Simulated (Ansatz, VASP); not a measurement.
## PbO in VASP and in Ansatz

Contents of INCAR:

```
  PREC = Accurate
  ENCUT = 520
  EDIFF = 1E-6
  ISMEAR = -1
  SIGMA = 0.02
  LREAL = F
  LASPH = T
  NELM = 100
  ALGO = Fast
  ISIF = 2
  LWAVE = F
  LCHARG = T
  GGA = PE
  LELF = T
  LVHAR = T
  NBANDS = 28
```

File KPOINTS:

```
regular mesh
0
Gamma
  12 12 4
```

File POSCAR:

```
PbO
1.0
    4.1821737116      0.0000000000      0.0000000000
   -2.0910868558      3.6345897414      0.0000000000
    0.0000000000      0.0000000000      5.6222893577
Pb O
2 2
Direct
    0.3341067850      0.6682135700     -0.0196086337
    0.6658932150      0.3317864300      0.4803913663
    0.3324396632      0.6648793264      0.3946086337
    0.6675603368      0.3351206736      0.8946086337
```

Input for Ansatz:

```yaml
crystal:
  lattice:
    - [4.1821737116, 0.0, 0.0]
    - [-2.0910868558, 3.6345897414, 0.0]
    - [0.0, 0.0, 5.6222893577]
  atoms:
    - { symbol: Pb, position: [0.334106785, 0.66821357, -0.0196086337] }
    - { symbol: Pb, position: [0.665893215, 0.33178643, 0.4803913663] }
    - { symbol: O, position: [0.3324396632, 0.6648793264, 0.3946086337] }
    - { symbol: O, position: [0.6675603368, 0.3351206736, 0.8946086337] }
kpoints:
  mp_grid: { grid: [12, 12, 4] }
  band_path:
    path:
      - [0.0, 0.0, 0.0]
      - [0.5, 0.0, 0.0]
      - [0.3333333333, 0.3333333333, 0.0]
      - [0.0, 0.0, 0.5]
      - [0.5, 0.0, 0.5]
      - [0.3333333333, 0.3333333333, 0.5]
      - [0.5, 0.0, 0.4]
    npoints: 1
hamiltonian:
  xc: pbe
scf:
  occupations: { method: fermi_dirac, width: 0.02 }
  n_extra_bands: 5
output:
  forces: true
  stress: true
  eigenvalues: true
```

Change from the starting cell: uniaxial_x strain -0.3%.

Alike in both runs: task single point; functional PBE; k mesh 12 × 12 × 4; occupations fermi-dirac, width 0.02 eV; no spin polarisation.

|  | VASP | Ansatz |
| --- | --- | --- |
| version | VASP 6.6.1 | Ansatz 0.2.0 |
| potentials or method | VASP PAW PBE potentials, release 64 (Pb_d, O) | plane waves, PAW |
| plane-wave cutoff (eV) | 520 | 420 |
| valence electrons in the cell | 40 | 40 |

VASP gave:

* gap on the k mesh at the Fermi level (eV): 1.85
* pressure (GPa): 2.7
* largest component of the traceless stress (GPa): 0.56
* rms of the force components (eV/Å): 0.061

What did Ansatz give for the same quantities?

gap on the k mesh at the Fermi level (eV): 1.85; pressure (GPa): 2.7; largest component of the traceless stress (GPa): 0.49; rms of the force components (eV/Å): 0.053.

Atom by atom the forces differ by 0.008 eV/Å (rms over components). With one functional, cell and mesh, what is left measures potentials, basis and numerics.

Caveats: spin-orbit coupling is left out, which as a rule narrows the gap of such compounds by several tenths of an eV. A k mesh can miss the band edges.
